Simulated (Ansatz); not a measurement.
Response of ZnS to small distortions

```yaml
crystal:
  lattice:
    - [0.00000, 2.70465, 2.70465]
    - [2.70465, 0.00000, 2.70465]
    - [2.70465, 2.70465, 0.00000]
  atoms:
    - { symbol: Zn, position: [0.00000, 0.00000, 0.00000] }
    - { symbol: S, position: [0.75000, 0.75000, 0.75000] }
```

Atoms are numbered in the order listed.

The cell is COD entry 9000107, as deposited and not checked against the literature; nothing was relaxed.

These are results of DFT, PBE, PAW with Ansatz's default frozen-core files, scalar-relativistic (Ansatz 0.2.0), not measurements.

Sampling and basis: a Γ-centred 8×8×8 k mesh, Fermi–Dirac smearing of 0.01 eV, cutoff 420 eV, no spin polarisation.

The unchanged cell is at 1.37 GPa, so energy changes include a term −P ΔV where the volume moves.

Semilocal functionals give too small gaps.

x, y and z are the Cartesian axes of the cell as listed; fractional coordinates follow a strain, and an engineering shear is twice the off-diagonal strain component.

Vzz stands for the principal value of largest size of the field-gradient tensor, whatever its axis.

Q: With this change (equal xy, yz and zx engineering shear strains of +2 %), what becomes of the energy and stress and forces and field gradients and gap?

A: Energy change +4.9 meV/atom; stress change (xx, yy, zz, yz, xz, xy) 0.13, 0.13, 0.13, -1.31, -1.31, -1.31 GPa, compression positive; change of the force on Zn1 (-0.098, -0.098, -0.098) eV/Å; Vzz in 10²¹ V/m²: Zn1 0 → 1.16 (η = 0.00), S2 0 → 0.59 (η = 0.00); gap on the k mesh 2.10 → 2.05 eV.

Q: With this change (x and y strained by +2 %, z held), what becomes of the energy and stress and field gradients and gap?

A: Energy change +0.9 meV/atom; stress change (xx, yy, zz, yz, xz, xy) -3.02, -3.02, -2.22, 0.00, 0.00, 0.00 GPa, compression positive; Vzz in 10²¹ V/m²: Zn1 0 → 0.35 (η = 0.00), S2 0 → -0.40 (η = 0.00); gap on the k mesh 2.10 → 1.88 eV.

With atom 1 (Zn) moved by (0.0849, 0.0849, 0.0000) Å: energy change +20.9 meV/atom; stress change (xx, yy, zz, yz, xz, xy) 0.40, 0.40, 0.65, -1.97, -1.97, 0.61 GPa, compression positive; change of the force on Zn1 (-0.498, -0.498, 0.166) eV/Å; Vzz in 10²¹ V/m²: Zn1 0 → -3.01 (η = 0.90), S2 0 → -1.34 (η = 0.81); gap on the k mesh 2.10 → 2.02 eV.

Q: With this change (equal xy, yz and zx engineering shear strains of -3 %), what becomes of the energy and stress and forces and field gradients and gap?

A: Energy change +12.2 meV/atom; stress change (xx, yy, zz, yz, xz, xy) 0.31, 0.31, 0.31, 2.21, 2.21, 2.21 GPa, compression positive; change of the force on Zn1 (0.204, 0.204, 0.204) eV/Å; Vzz in 10²¹ V/m²: Zn1 0 → -1.78 (η = 0.00), S2 0 → -0.89 (η = 0.00); gap on the k mesh 2.10 → 1.99 eV.

Q: With this change (equal xy, yz and zx engineering shear strains of -1 %), what becomes of the energy and stress and forces and field gradients and gap?

A: Energy change +1.3 meV/atom; stress change (xx, yy, zz, yz, xz, xy) 0.03, 0.03, 0.03, 0.70, 0.70, 0.70 GPa, compression positive; change of the force on Zn1 (0.059, 0.059, 0.059) eV/Å; Vzz in 10²¹ V/m²: Zn1 0 → -0.59 (η = 0.00), S2 0 → -0.29 (η = 0.00); gap on the k mesh 2.10 → 2.06 eV.

Q: With this change (equal xy, yz and zx engineering shear strains of -2 %), what becomes of the energy and stress and forces and field gradients and gap?

A: Energy change +5.3 meV/atom; stress change (xx, yy, zz, yz, xz, xy) 0.14, 0.14, 0.14, 1.44, 1.44, 1.44 GPa, compression positive; change of the force on Zn1 (0.127, 0.127, 0.127) eV/Å; Vzz in 10²¹ V/m²: Zn1 0 → -1.18 (η = 0.00), S2 0 → -0.59 (η = 0.00); gap on the k mesh 2.10 → 2.03 eV.

Q: With this change (equal xy, yz and zx engineering shear strains of +1 %), what becomes of the energy and stress and forces and field gradients and gap?

A: Energy change +1.3 meV/atom; stress change (xx, yy, zz, yz, xz, xy) 0.03, 0.03, 0.03, -0.67, -0.67, -0.67 GPa, compression positive; change of the force on Zn1 (-0.052, -0.052, -0.052) eV/Å; Vzz in 10²¹ V/m²: Zn1 0 → 0.59 (η = 0.00), S2 0 → 0.29 (η = 0.00); gap on the k mesh 2.10 → 2.08 eV.

Q: With this change (equal xy, yz and zx engineering shear strains of +3 %), what becomes of the energy and stress and forces and field gradients and gap?

A: Energy change +10.9 meV/atom; stress change (xx, yy, zz, yz, xz, xy) 0.29, 0.29, 0.29, -1.92, -1.92, -1.92 GPa, compression positive; change of the force on Zn1 (-0.137, -0.137, -0.137) eV/Å; Vzz in 10²¹ V/m²: Zn1 0 → 1.74 (η = 0.00), S2 0 → 0.90 (η = 0.00); gap on the k mesh 2.10 → 2.01 eV.

Q: What force constant does this one finite step give for Zn1 along its displacement (all its periodic images move with it)?

A: k = −ΔF·u/|u|² = 5.86 eV/Å², so the force pulls the atom back.
